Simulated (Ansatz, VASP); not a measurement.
## Ba: VASP beside Ansatz

INCAR

```
PREC     = Accurate       # precision mode
ENCUT    = 520            # plane-wave cutoff, eV
EDIFF    = 1E-7           # SCF threshold, eV
ISMEAR   = -1             # smearing method
SIGMA    = 0.05           # smearing width, eV
LREAL    = F              # projectors in reciprocal space
LASPH    = T              # aspherical terms in the spheres
NELM     = 100            # most SCF steps
ALGO     = Normal         # electronic algorithm
ISIF     = 2              # what is computed and relaxed
LWAVE    = F              # write WAVECAR
LCHARG   = F              # write CHGCAR
GGA      = PE             # functional
NBANDS   = 11             # bands
```

The input KPOINTS:

```
Automatic mesh
0
Gamma
  7 7 7
```

The input POSCAR:

```
Ba
1.0
    3.9728059026      0.0000000000      0.0000000000
    0.0000000000      3.9728059026      0.0000000000
    0.0000000000      0.0000000000      3.5813400225
Ba
1
Direct
    0.5000000000      0.5000000000      0.5000000000
```

File input.yaml:

```yaml
crystal:
  lattice:
    - [3.9728059026, 0.0, 0.0]
    - [0.0, 3.9728059026, 0.0]
    - [0.0, 0.0, 3.5813400225]
  atoms:
    - { symbol: Ba, position: [0.5, 0.5, 0.5] }
hamiltonian:
  xc: pbe
  pseudopotentials: { kind: paw }
kpoints:
  mp_grid: { grid: [7, 7, 7] }
scf:
  occupations: { method: fermi_dirac, width: 0.05 }
output:
  forces: true
  stress: true
  eigenvalues: true
```

Change from the starting cell: volume scaled by 0.98.

Alike in both runs: task single point; functional PBE; k mesh 7 × 7 × 7; occupations fermi-dirac, width 0.05 eV; no spin polarisation.

|  | VASP | Ansatz |
| --- | --- | --- |
| version | VASP 6.6.1 | Ansatz 0.2.0 |
| potentials or method | VASP PAW PBE potentials, release 64 (Ba_sv) | Ansatz PAW |
| plane-wave cutoff (eV) | 520 | 420 |
| valence electrons in the cell | 10 | 10 |

|  | VASP | Ansatz | Ansatz less VASP |
| --- | --- | --- | --- |
| gap on the k mesh at the Fermi level (eV) | none | none | - |
| pressure (GPa) | 1.0 | 0.8 | -0.21 |
| largest component of the traceless stress (GPa) | 2.96 | 2.84 | -0.125 |

A gap of «none» marks a metal or a gap that the smearing closes.

The runs have no spin-orbit coupling, so splittings on Ba are missing.
